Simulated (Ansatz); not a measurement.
# Sn2Ge: the cell at several levels of theory

How does the equilibrium cell of Sn2Ge as one 6-atom ordering (P3m1) on the diamond lattice depend on the functional? It is relaxed with PBE and r2SCAN. This is a trial cell built on a prototype, not taken from a measured structure, and it needn't be the compound's ground state.

Code: Ansatz 0.2.0. PAW datasets, plane waves, zero pressure. Values at 0 K without nuclear motion; spin polarisation is off, and the phase may be a hypothetical one.

**1. The structure to begin with**

The symmetry is P3m1 (No. 156, trigonal); a = 4.333 Å, c = 10.613 Å in the conventional setting, 28.76 Å³ an atom. Around Ge lie 4 Sn at 2.65 Å; around Sn lie 4 Sn at 2.65 Å; around Sn lie 4 Ge at 2.65 Å; around Sn lie 1 Sn at 2.65 Å and 3 Ge at 2.65 Å.

As a file:

Space group P3m1 (No. 156). a = 4.333 Å, b = 4.333 Å, c = 10.613 Å, α = 90.00°, β = 90.00°, γ = 120.00°
```
atom  site  symmetry       x       y       z
  Ge    1a       3m.  0.0000  0.0000  0.0000
  Ge    1c       3m.  0.6667  0.3333  0.6667
  Sn    1b       3m.  0.3333  0.6667  0.3333
  Sn    1c       3m.  0.6667  0.3333  0.9167
  Sn    1b       3m.  0.3333  0.6667  0.5833
  Sn    1a       3m.  0.0000  0.0000  0.2500
```

**2. Relaxing with PBE**

input.yaml reads:

```yaml
crystal:
  lattice:
    - [4.3328751895, 0.0, 0.0]
    - [-2.1664375947, 3.7523799855, 0.0]
    - [0.0, 0.0, 10.6133333333]
  atoms:
    - { symbol: Ge, position: [0.0, 0.0, 0.0] }
    - { symbol: Ge, position: [0.6666666667, 0.3333333333, 0.6666666667] }
    - { symbol: Sn, position: [0.3333333333, 0.6666666667, 0.3333333333] }
    - { symbol: Sn, position: [0.6666666667, 0.3333333333, 0.9166666667] }
    - { symbol: Sn, position: [0.3333333333, 0.6666666667, 0.5833333333] }
    - { symbol: Sn, position: [0.0, 0.0, 0.25] }
kpoints:
  mp_grid: { grid: [6, 6, 2] }
hamiltonian:
  xc: pbe
scf:
  occupations: { method: fermi_dirac, width: 0.02 }
relax:
  f_tol: 0.005
  cell: {}
```

Launch:

```bash
ansatz run input.yaml --threads 4 --pin off --max-ram 6451MiB --backend cpu --events-out ev --progress --plain --runs-dir out
```

The runs that follow: Relaxing with r2SCAN.

Q: Predict the outcome of this session. Wanted: for each run, a; c; volume; space group; SCF geometries.

**Answer**, as computed:

```
 level  a (Å)   c (Å)  volume (Å³/atom)  space group  SCF geometries
   PBE  4.509  11.023            32.352         P3m1               7
r2SCAN  4.456  10.830            31.036         P3m1               6
```

What this shows: From the start to the first minimum the volume moved by +12.5 %. The volume runs from r2SCAN (least) to PBE (most), a spread of 4.2 %, or 1.4 % in length if all axes shared it alike.
